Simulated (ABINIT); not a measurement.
# C (Fd-3m) in ABINIT: further runs

One crystal, C, is run at these levels: PBE; tasks: relaxation of cell and atoms.

All numbers are computed with ABINIT 10.8.3 (patched build); they aren't measurements. Logs are shortened: lines on timing, memory, paths and dates and some standing lists are left out, and cuts for length are marked. The log counts tension as positive stress, the text compression.

## Step 1: Starting point

Symmetry: Fd-3m, No. 227, cubic system. Conventional cell: a = 3.567 Å, b = 3.567 Å, c = 3.567 Å, α = 90.00°, β = 90.00°, γ = 90.00°. C (site symmetry -43m) is surrounded by 4 C at 1.54 Å.

This isn't the form of C at room conditions, which is graphite.

## Step 2: Relaxation of cell and atoms, PBE

The input, run.abi:

```
# Pseudopotentials
pp_dirpath "./"
pseudos "C.GGA_PBE-JTH.xml"

# Structure
acell 3*1.0
rprim
     0.0000000000     3.3700808789     3.3700808789
     3.3700808789     0.0000000000     3.3700808789
     3.3700808789     3.3700808789     0.0000000000
ntypat 1
znucl 6
natom 2
typat 1 1
xred
     0.7500000000     0.7500000000     0.7500000000
     0.5000000000     0.5000000000     0.5000000000
chkprim 0
chksymtnons 0
tolsym 1.0e-6

# Plane-wave basis
ecut 19.0
pawecutdg 38.0
pawxcdev 0
pawovlp -1

# k points
kptopt 1
ngkpt 13 13 13
nshiftk 1
shiftk 0.0 0.0 0.0

# Exchange and correlation
ixc 11

# Bands and occupations
nband 8
occopt 3
tsmear 0.00183747

# SCF cycle
nstep 100
tolvrs 1.0e-9

# Output
iomode 3
prtwf 0
prtden 0
prteig 0
prtebands 0
enunit 1

# Relaxation
ionmov 2
ntime 60
tolmxf 0.0005
optcell 2
dilatmx 1.08
ecutsm 0.5
```

Potentials or basis: JTH PAW PBE v2.0.

Launch:

```
$ abinit run.abi > log 2>&1
```

run.abo:

```text
.Version 10.8.3 of ABINIT
 Symmetries : space group Fd -3 m (#227); Bravais cF (face-center cubic)
================================================================================
 Values of the parameters that define the memory need of the present run
     intxc =       0    ionmov =       2      iscf =      17    lmnmax =       8
     lnmax =       4     mgfft =      24  mpssoang =       2    mqgrid =    3001
     natom =       2  nloc_mem =       2    nspden =       1   nspinor =       1
    nsppol =       1      nsym =      48    n1xccc =       1    ntypat =       1
    occopt =       3   xclevel =       2
       mpw =         388          nfft =       13824          nkpt =          84
 PAW method is used; the additional fine FFT grid is defined by:
   mgfftf=        30    nfftf =     27000
================================================================================
================================================================================

--------------------------------------------------------------------------------
------------- Echo of variables that govern the present computation ------------
--------------------------------------------------------------------------------
 -outvars: echo values of preprocessed input variables --------
            acell      1.0000000000E+00  1.0000000000E+00  1.0000000000E+00 Bohr
              amu      1.20110000E+01
          chkprim           0
      chksymtnons           0
          dilatmx      1.08000000E+00
             ecut      1.90000000E+01 Hartree
           ecutsm      5.00000000E-01 Hartree
           enunit           1
           ionmov           2
                       outvar_i_n : Printing only first  50 k-points.
              ixc          11
                       outvar_i_n : Printing only first  50 k-points.
         kptrlatt       13    0    0      0   13    0      0    0   13
          kptrlen      6.19581831E+01
            natom           2
            nband           8
            ngfft          24      24      24
          ngfftdg          30      30      30
             nkpt          84
            nstep         100
             nsym          48
            ntime          60
           ntypat           1
                       prtocc : prtvol=0, do not print more k-points.
           occopt           3
          optcell           2
        pawecutdg      3.80000000E+01 Hartree
          pawovlp     -1.0000000000E+00
         pawxcdev           0
           prtden           0
        prtebands           0
           prteig           0
            prtwf           0
            rprim      0.0000000000E+00  3.3700808789E+00  3.3700808789E+00
                       3.3700808789E+00  0.0000000000E+00  3.3700808789E+00
                       3.3700808789E+00  3.3700808789E+00  0.0000000000E+00
          spgroup         227
           tolmxf      5.00000000E-04
           tolsym      1.00000000E-06
           tolvrs      1.00000000E-09
           tsmear      1.83747000E-03 Hartree
            typat      1  1
           useylm           1
                       outvars : Printing only first  50 k-points.
           xangst      2.6750549982E+00  2.6750549982E+00  2.6750549982E+00
                       1.7833699988E+00  1.7833699988E+00  1.7833699988E+00
            xcart      5.0551213184E+00  5.0551213184E+00  5.0551213184E+00
                       3.3700808789E+00  3.3700808789E+00  3.3700808789E+00
             xred      7.5000000000E-01  7.5000000000E-01  7.5000000000E-01
                       5.0000000000E-01  5.0000000000E-01  5.0000000000E-01
            znucl        6.00000

================================================================================

 chkinp: Checking input parameters for consistency.

================================================================================
== DATASET  1 ==================================================================

--- !DatasetInfo
iteration_state: {dtset: 1, }
dimensions: {natom: 2, nkpt: 84, mband: 8, nsppol: 1, nspinor: 1, nspden: 1, mpw: 388, }
cutoff_energies: {ecut:  19.0, pawecutdg:  38.0, }
electrons: {nelect:   8.00000000E+00, charge:   0.00000000E+00, occopt:   3.00000000E+00, tsmear:   1.83747000E-03, }
meta: {optdriver: 0, ionmov: 2, optcell: 2, iscf: 17, paral_kgb: 0, }
...

 Exchange-correlation functional for the present dataset will be:
  GGA: Perdew-Burke-Ernzerhof functional - ixc=11
  J.P.Perdew, K.Burke, M.Ernzerhof, PRL 77, 3865 (1996)

 Real(R)+Recip(G) space primitive vectors, cartesian coordinates (Bohr,Bohr^-1):
 R(1)=  0.0000000  3.3700809  3.3700809  G(1)= -0.1483644  0.1483644  0.1483644
 R(2)=  3.3700809  0.0000000  3.3700809  G(2)=  0.1483644 -0.1483644  0.1483644
 R(3)=  3.3700809  3.3700809  0.0000000  G(3)=  0.1483644  0.1483644 -0.1483644
 Unit cell volume ucvol=  7.6551017E+01 bohr^3
 Angles (23,13,12)=  6.00000000E+01  6.00000000E+01  6.00000000E+01 degrees

 Coarse grid specifications (used for wave-functions):

 getcut: wavevector=  0.0000  0.0000  0.0000  ngfft=  24  24  24
         ecut(hartree)=     22.162   => boxcut(ratio)=   2.37624

 getcut : COMMENT -
  Note that boxcut > 2.2 ; recall that boxcut=Gcut(box)/Gcut(sphere) = 2
  is sufficient for exact treatment of convolution.
  Such a large boxcut is a waste : you could raise ecut
  e.g. ecut=   31.283951 Hartrees makes boxcut=2

 Fine grid specifications (used for densities):

 getcut: wavevector=  0.0000  0.0000  0.0000  ngfft=  30  30  30
         ecut(hartree)=     44.323   => boxcut(ratio)=   2.10265

--- Pseudopotential description ------------------------------------------------
- pspini: atom type   1  psp file is ./C.GGA_PBE-JTH.xml
 Pseudopotential format is: paw10
 basis_size (lnmax)=  4 (lmn_size=  8), orbitals=   0   0   1   1
 Spheres core radius: rc_sph= 1.50736703
 Shapefunction is SIN type: shapef(r)=[sin(pi*r/rshp)/(pi*r/rshp)]**2
 Radius for shape functions =  1.30052589
 Compensation charge density is not taken into account in XC energy/potential

   6.99883411E+01                                ecore*ucvol(ha*bohr**3)
--------------------------------------------------------------------------------

================================================================================

=== [ionmov= 2] Broyden-Fletcher-Goldfarb-Shanno method (forces)
================================================================================

--- Iteration: ( 1/60) Internal Cycle: (1/1)
--------------------------------------------------------------------------------

---SELF-CONSISTENT-FIELD CONVERGENCE--------------------------------------------

--- !BeginCycle
iteration_state: {dtset: 1, itime: 1, icycle: 1, }
solver: {iscf: 17, nstep: 100, nline: 4, wfoptalg: 10, }
tolerances: {tolvrs: 1.00E-09, }
...
[... 156 lines left out ...]
 -8.61646471409404E-27 -8.61646471409404E-27 -8.61646471409404E-27
 Scale of Primitive Cell (acell) [bohr]
  4.77149172461221E+00  4.77149172461221E+00  4.77149172461221E+00
 Real space primitive translations (rprimd) [bohr]
  0.00000000000000E+00  3.37395415484879E+00  3.37395415484879E+00
  3.37395415484879E+00  0.00000000000000E+00  3.37395415484879E+00
  3.37395415484879E+00  3.37395415484879E+00  0.00000000000000E+00
 Unitary Cell Volume (ucvol) [Bohr^3]=  7.68152639174485E+01
 Angles (23,13,12)= [degrees]
  6.00000000000000E+01  6.00000000000000E+01  6.00000000000000E+01
 Lengths [Bohr]
  4.77149172461221E+00  4.77149172461221E+00  4.77149172461221E+00
 Stress tensor in cartesian coordinates (strten) [Ha/bohr^3]
  1.32014304045028E-05  0.00000000000000E+00  0.00000000000000E+00
  0.00000000000000E+00  1.32014304044994E-05  0.00000000000000E+00
  0.00000000000000E+00  0.00000000000000E+00  1.32014304045028E-05
 Total energy (etotal) [Ha]= -1.14847612561900E+01

 Difference of energy with previous step (new-old):
           Absolute (Ha)=-3.30242E-06
           Relative     =-2.87548E-07

--- Iteration: ( 3/60) Internal Cycle: (1/1)
--------------------------------------------------------------------------------

---SELF-CONSISTENT-FIELD CONVERGENCE--------------------------------------------

--- !BeginCycle
iteration_state: {dtset: 1, itime: 3, icycle: 1, }
solver: {iscf: 17, nstep: 100, nline: 4, wfoptalg: 10, }
tolerances: {tolvrs: 1.00E-09, }
...
[... 62 lines left out ...]
  1.11146093672831E-44  1.11146093672831E-44  2.69264522315439E-28
 Scale of Primitive Cell (acell) [bohr]
  4.77008431715928E+00  4.77008431715928E+00  4.77008431715928E+00
 Real space primitive translations (rprimd) [bohr]
  0.00000000000000E+00  3.37295896749493E+00  3.37295896749493E+00
  3.37295896749493E+00  0.00000000000000E+00  3.37295896749493E+00
  3.37295896749493E+00  3.37295896749493E+00  0.00000000000000E+00
 Unitary Cell Volume (ucvol) [Bohr^3]=  7.67473112754534E+01
 Angles (23,13,12)= [degrees]
  6.00000000000000E+01  6.00000000000000E+01  6.00000000000000E+01
 Lengths [Bohr]
  4.77008431715928E+00  4.77008431715928E+00  4.77008431715928E+00
 Stress tensor in cartesian coordinates (strten) [Ha/bohr^3]
  7.01142971112900E-09  0.00000000000000E+00  0.00000000000000E+00
  0.00000000000000E+00  7.01142971286373E-09  0.00000000000000E+00
  0.00000000000000E+00  0.00000000000000E+00  7.01142971459845E-09
 Total energy (etotal) [Ha]= -1.14847617045299E+01

 Difference of energy with previous step (new-old):
           Absolute (Ha)=-4.48340E-07
           Relative     =-3.90378E-08

 At Broyd/MD step   3, gradients are converged :
  max grad (force/stress) = 7.0114E-07 < tolmxf= 5.0000E-04 ha/bohr (free atoms)

================================================================================

 ----iterations are completed or convergence reached----

 Mean square residual over all n,k,spin=   75.300E-15; max=  15.828E-13
 reduced coordinates (array xred) for    2 atoms
       0.750000000000      0.750000000000      0.750000000000
       0.500000000000      0.500000000000      0.500000000000
 rms dE/dt=  2.1985E-28; max dE/dt=  0.0000E+00; dE/dt below (all hartree)
    1       0.000000000000      0.000000000000     -0.000000000000
    2       0.000000000000      0.000000000000      0.000000000000

 cartesian coordinates (angstrom) at end:
    1      2.67733952654750     2.67733952654750     2.67733952654750
    2      1.78489301769834     1.78489301769834     1.78489301769834

 cartesian forces (hartree/bohr) at end:
    1      0.00000000000000     0.00000000000000    -0.00000000000000
    2     -0.00000000000000    -0.00000000000000     0.00000000000000
 frms,max,avg= 3.9915179E-29 3.9915179E-29   0.000E+00  0.000E+00  0.000E+00 h/b

 cartesian forces (eV/Angstrom) at end:
    1      0.00000000000000     0.00000000000000    -0.00000000000000
    2     -0.00000000000000    -0.00000000000000     0.00000000000000
 frms,max,avg= 2.0525210E-27 2.0525210E-27   0.000E+00  0.000E+00  0.000E+00 e/A
 length scales=  4.770084317159  4.770084317159  4.770084317159 bohr
              =  2.524219913014  2.524219913014  2.524219913014 angstroms
 Fermi (or HOMO) energy (eV) =  12.93315   Average Vxc (eV)= -13.32832
 Eigenvalues (   eV  ) for nkpt=  84  k points:
 kpt#   1, nband=  8, wtk=  0.00046, kpt=  0.0000  0.0000  0.0000 (reduced coord)
 -11.24298   10.19790   10.19790   10.19790   15.78277   15.78277   15.78277   23.44915
 prteigrs : prtvol=0 or 1, do not print more k-points.

--- !EnergyTerms
iteration_state     : {dtset: 1, itime: 3, icycle: 1, }
comment             : Components of total free energy in Hartree
kinetic             :  6.91640462982971E+00
hartree             :  9.71689450813447E-01
xc                  : -4.34165278412385E+00
Ewald energy        : -1.27764330276275E+01
psp_core            :  9.11932157125855E-01
local_psp           : -4.69004026076397E+00
PAW spherical_terms :  1.52333747567515E+00
internal            : -1.14847623590712E+01
'-kT*entropy'       :  4.19588186787715E-16
total_energy        : -1.14847623590712E+01
total_energy_eV     : -3.12516304495990E+02
...

--- !EnergyTermsDC
iteration_state     : {dtset: 1, itime: 3, icycle: 1, }
comment             : '"Double-counting" decomposition of free energy'
band_energy         :  3.64845676560040E-01
Ewald energy        : -1.27764330276275E+01
psp_core            :  9.11932157125855E-01
xc_dc               : -8.05276198821082E-01
PAW spherical_terms :  8.20169688232836E-01
internal            : -1.14847617045299E+01
'-kT*entropy'       :  4.19588186787715E-16
total_energy_dc     : -1.14847617045299E+01
total_energy_dc_eV  : -3.12516286685014E+02
...

--- !EnergyTermsWithPAWCore
iteration_state     : {dtset: 1, itime: 3, icycle: 1, }
comment             : 'Components of total free energy, including PAW core contributions'
Total energy        : -7.61985966696320E+01
Total energy DC     : -7.61985960150907E+01
Total energy (eV)   : -2.07346944537908E+03
Total energy DC (eV): -2.07346942756810E+03
...

 Cartesian components of stress tensor (hartree/bohr^3)
  sigma(1 1)=  7.01142971E-09  sigma(3 2)=  0.00000000E+00
  sigma(2 2)=  7.01142971E-09  sigma(3 1)=  0.00000000E+00
  sigma(3 3)=  7.01142971E-09  sigma(2 1)=  0.00000000E+00

-Cartesian components of stress tensor (GPa)         [Pressure= -2.0628E-04 GPa]
- sigma(1 1)=  2.06283384E-04  sigma(3 2)=  0.00000000E+00
- sigma(2 2)=  2.06283384E-04  sigma(3 1)=  0.00000000E+00
- sigma(3 3)=  2.06283384E-04  sigma(2 1)=  0.00000000E+00

== END DATASET(S) ==============================================================
================================================================================

 -outvars: echo values of variables after computation  --------
            acell      4.7700843172E+00  4.7700843172E+00  4.7700843172E+00 Bohr
           etotal     -1.1484761705E+01
            fcart      3.9915179062E-29  3.9915179062E-29 -3.9915179062E-29
                      -3.9915179062E-29 -3.9915179062E-29  3.9915179062E-29
            rprim      0.0000000000E+00  7.0710678119E-01  7.0710678119E-01
                       7.0710678119E-01  0.0000000000E+00  7.0710678119E-01
                       7.0710678119E-01  7.0710678119E-01  0.0000000000E+00
           strten      7.0114297111E-09  7.0114297129E-09  7.0114297146E-09
                       0.0000000000E+00  0.0000000000E+00  0.0000000000E+00
           xangst      2.6773395265E+00  2.6773395265E+00  2.6773395265E+00
                       1.7848930177E+00  1.7848930177E+00  1.7848930177E+00
             xred      7.5000000000E-01  7.5000000000E-01  7.5000000000E-01
                       5.0000000000E-01  5.0000000000E-01  5.0000000000E-01
 Calculation completed.
```

It took 19 s on 1 thread of Arm Neoverse V1, shared host; peak memory 0.09 GiB.

What came out:

- Free energy: -312.5163 eV
- Relaxed volume: 5.69 Å³/atom
- Relaxed cell: a = 2.524 Å, b = 2.524 Å, c = 2.524 Å, α = 60.00°, β = 60.00°, γ = 60.00°
- Space group after relaxing (to 0.05 Å): Fd-3m (No. 227)
- Energy gained by relaxing: 0.1 meV/atom
- Ionic steps: 3
- Pressure after relaxing: 0.0 GPa
- Band gap on the k mesh: 4.13 eV, indirect (least direct gap 5.58 eV)

Step by step:
```
step  energy change (eV)  largest force (eV/Å)  pressure (GPa)  volume (Å³)
   1              0.0000                0.0000            1.13        11.34
   2             -0.0001                0.0000           -0.39        11.38
   3             -0.0001                0.0000            0.00        11.37
```

Final structure:
```cif
data_structure
_symmetry_space_group_name_H-M 'P 1'
_symmetry_Int_Tables_number 1
_cell_length_a 2.5242
_cell_length_b 2.5242
_cell_length_c 2.5242
_cell_angle_alpha 60.000
_cell_angle_beta 60.000
_cell_angle_gamma 60.000
_cell_volume 11.37
loop_
_atom_site_label
_atom_site_type_symbol
_atom_site_fract_x
_atom_site_fract_y
_atom_site_fract_z
_atom_site_occupancy
C1 C 0.75000 0.75000 0.75000 1
C2 C 0.50000 0.50000 0.50000 1
```

Levels at points of the mesh, in eV from the valence-band top:
| k point | band 1 | band 2 | band 3 | band 4 | band 5 | band 6 | band 7 | band 8 |
| --- | --- | --- | --- | --- | --- | --- | --- | --- |
| (0.00, 0.00, 0.00) | -21.44 | 0.00 | 0.00 | 0.00 | 5.58 | 5.58 | 5.58 | 13.25 |

Caveat: an odd mesh through Γ misses points on the zone boundary, where band edges often lie; the atomic spheres overlap.

## Step 3: Relaxation of cell and atoms, PBE, target pressure 5 GPa, at which the enthalpy is minimised

Edit run.abi of step 2 so:

```diff
@@ -60 +60,2 @@
 ecutsm 0.5
+strtarget 3*-1.699465e-04 3*0.0
```

Potentials or basis: JTH PAW PBE v2.0.

Launch:

```
$ abinit run.abi > log 2>&1
```

run.abo:

```text
.Version 10.8.3 of ABINIT
 Symmetries : space group Fd -3 m (#227); Bravais cF (face-center cubic)
================================================================================
 Values of the parameters that define the memory need of the present run
     intxc =       0    ionmov =       2      iscf =      17    lmnmax =       8
     lnmax =       4     mgfft =      24  mpssoang =       2    mqgrid =    3001
     natom =       2  nloc_mem =       2    nspden =       1   nspinor =       1
    nsppol =       1      nsym =      48    n1xccc =       1    ntypat =       1
    occopt =       3   xclevel =       2
       mpw =         388          nfft =       13824          nkpt =          84
 PAW method is used; the additional fine FFT grid is defined by:
   mgfftf=        30    nfftf =     27000
================================================================================
================================================================================

--------------------------------------------------------------------------------
[... 480 lines left out ...]
- sigma(1 1)= -4.98644247E+00  sigma(3 2)=  0.00000000E+00
- sigma(2 2)= -4.98644247E+00  sigma(3 1)=  0.00000000E+00
- sigma(3 3)= -4.98644247E+00  sigma(2 1)=  0.00000000E+00

== END DATASET(S) ==============================================================
================================================================================

 -outvars: echo values of variables after computation  --------
            acell      4.7523755786E+00  4.7523755786E+00  4.7523755786E+00 Bohr
           etotal     -1.1484690152E+01
            fcart      1.6025565868E-28 -1.1217896108E-27  3.6858801497E-27
                      -1.6025565868E-28  1.1217896108E-27 -3.6858801497E-27
            rprim      0.0000000000E+00  7.0710678119E-01  7.0710678119E-01
                       7.0710678119E-01  0.0000000000E+00  7.0710678119E-01
                       7.0710678119E-01  7.0710678119E-01  0.0000000000E+00
           strten     -1.6948573480E-04 -1.6948573480E-04 -1.6948573480E-04
                       0.0000000000E+00  0.0000000000E+00  0.0000000000E+00
           xangst      2.6674000155E+00  2.6674000155E+00  2.6674000155E+00
                       1.7782666770E+00  1.7782666770E+00  1.7782666770E+00
             xred      7.5000000000E-01  7.5000000000E-01  7.5000000000E-01
                       5.0000000000E-01  5.0000000000E-01  5.0000000000E-01
 Calculation completed.
```

Run time: 20 s. Hardware: 1 thread of Arm Neoverse V1, shared host; peak memory 0.09 GiB.

What came out:

```
Free energy                                            : -312.5143 eV
Relaxed volume                                         : 5.62 Å³/atom
Relaxed cell                                           : a = 2.515 Å, b = 2.515 Å, c = 2.515 Å, α = 60.00°, β = 60.00°, γ = 60.00°
Space group after relaxing (to 0.05 Å)                 : Fd-3m (No. 227)
Energy change on relaxing (the enthalpy is what falls) : +0.9 meV/atom
Ionic steps                                            : 3
Pressure after relaxing                                : 5.0 GPa
Band gap on the k mesh                                 : 4.16 eV, indirect (least direct gap 5.62 eV)
```

Step by step:
| step | energy change (eV) | largest force (eV/Å) | pressure (GPa) | volume (Å³) |
| --- | --- | --- | --- | --- |
| 1 | 0.0000 | 0.0000 | 1.13 | 11.34 |
| 2 | 0.0032 | 0.0000 | 6.49 | 11.21 |
| 3 | 0.0018 | 0.0000 | 4.99 | 11.25 |

Final structure:
```xyz
2
Lattice="0.0000 1.7783 1.7783 1.7783 0.0000 1.7783 1.7783 1.7783 0.0000" Properties=species:S:1:pos:R:3 pbc="T T T"
C     2.6674    2.6674    2.6674
C     1.7783    1.7783    1.7783
```

Levels at points of the mesh, in eV from the valence-band top:
```csv
k point,band 1,band 2,band 3,band 4,band 5,band 6,band 7,band 8
"(0.00, 0.00, 0.00)",-21.59,0.00,0.00,0.00,5.62,5.62,5.62,13.51
```

Caveat: an odd mesh through Γ misses points on the zone boundary, where band edges often lie; the atomic spheres overlap.

(Part 1 of 2 ends here.)
